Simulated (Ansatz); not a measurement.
# ZnS: band structure with HISS

**Experimental background.**

From “Electronic, vibrational, and thermodynamic properties of ZnS (zincblende and rocksalt structure)”, 2009, arxiv:0911.5022, for a bulk crystal of ZnS at 19 K: band gap 3.85 eV (direct).

Crystal: ZnS.

```
Zn S
1.0
     0.00000    2.70200    2.70200
     2.70200    0.00000    2.70200
     2.70200    2.70200    0.00000
Zn S
1 1
Direct
  0.75000 0.75000 0.75000
  0.00000 0.00000 0.00000
```

```json
{
 "Program": "Ansatz 0.2.0",
 "Task": "band structure",
 "Functional": "HISS",
 "Potentials or basis": "Ansatz PAW",
 "Cutoff": "420 eV (not typed: the program's choice for these potentials)",
 "k mesh": "5 × 5 × 5",
 "Occupations": "fermi-dirac, width 0.05 eV",
 "Spin": "no spin polarisation",
 "Path": "[[\"G\", \"X\", \"W\", \"K\", \"G\", \"L\", \"U\", \"W\", \"L\", \"K\"], [\"U\", \"X\"]]",
 "Points for each segment of the path": "4"
}
```

* Pressure: -0.5 GPa
* Band gap on the k mesh: 3.88 eV, direct
* Band gap along the path: 3.88 eV, direct

Levels at the corners of the path, in eV from the valence-band top:
| point | band 5 | band 6 | band 7 | band 8 | band 9 | band 10 | band 11 | band 12 | band 13 | band 14 |
| --- | --- | --- | --- | --- | --- | --- | --- | --- | --- | --- |
| Γ | -8.02 | -8.02 | 0.00 | 0.00 | 0.00 | 3.88 | 8.24 | 8.24 | 8.24 | 13.87 |
| X | -7.95 | -7.71 | -5.19 | -2.46 | -2.46 | 4.75 | 5.75 | 13.21 | 14.48 | 14.48 |
| W | -8.03 | -7.54 | -5.00 | -3.10 | -2.97 | 7.18 | 8.20 | 9.82 | 9.88 | 14.95 |
| K | -7.98 | -7.59 | -5.07 | -3.47 | -2.00 | 5.66 | 7.82 | 11.31 | 11.92 | 12.90 |
| Γ | -8.02 | -8.02 | 0.00 | 0.00 | 0.00 | 3.88 | 8.24 | 8.24 | 8.24 | 13.87 |
| L | -7.99 | -7.76 | -5.82 | -0.96 | -0.96 | 5.08 | 8.73 | 8.73 | 10.69 | 14.22 |
| U | -7.98 | -7.59 | -5.07 | -3.47 | -2.00 | 5.66 | 7.82 | 11.31 | 11.92 | 12.90 |
| W | -8.03 | -7.54 | -5.00 | -3.10 | -2.97 | 7.18 | 8.20 | 9.82 | 9.88 | 14.95 |
| L | -7.99 | -7.76 | -5.82 | -0.96 | -0.96 | 5.08 | 8.73 | 8.73 | 10.69 | 14.22 |
| K | -7.98 | -7.59 | -5.07 | -3.47 | -2.00 | 5.66 | 7.82 | 11.31 | 11.92 | 12.90 |
| U | -7.98 | -7.59 | -5.07 | -3.47 | -2.00 | 5.66 | 7.82 | 11.31 | 11.92 | 12.90 |
| X | -7.95 | -7.71 | -5.19 | -2.46 | -2.46 | 4.75 | 5.75 | 13.21 | 14.48 | 14.48 |

Run time: 93 s on 2 threads of INTEL(R) XEON(R) PLATINUM 8581C CPU @ 2.30GHz (Emerald Rapids) (shared host), peak memory 1.1 GiB.

A measured gap of ZnS is 3.85 eV (direct; 19 K; quoted in “Electronic, vibrational, and thermodynamic properties of ZnS (zincblende and rocksalt structure)”, 2009, arxiv:0911.5022); the calculated 3.88 eV misses it by +0.03 eV. The value is that of HISS, without temperature or zero-point motion.

Caveat: the PAW data sets come from PBE, with cores solved anew for the run's functional, which leaves a small shift of forces and pressure; the thresholds are loose for stress.
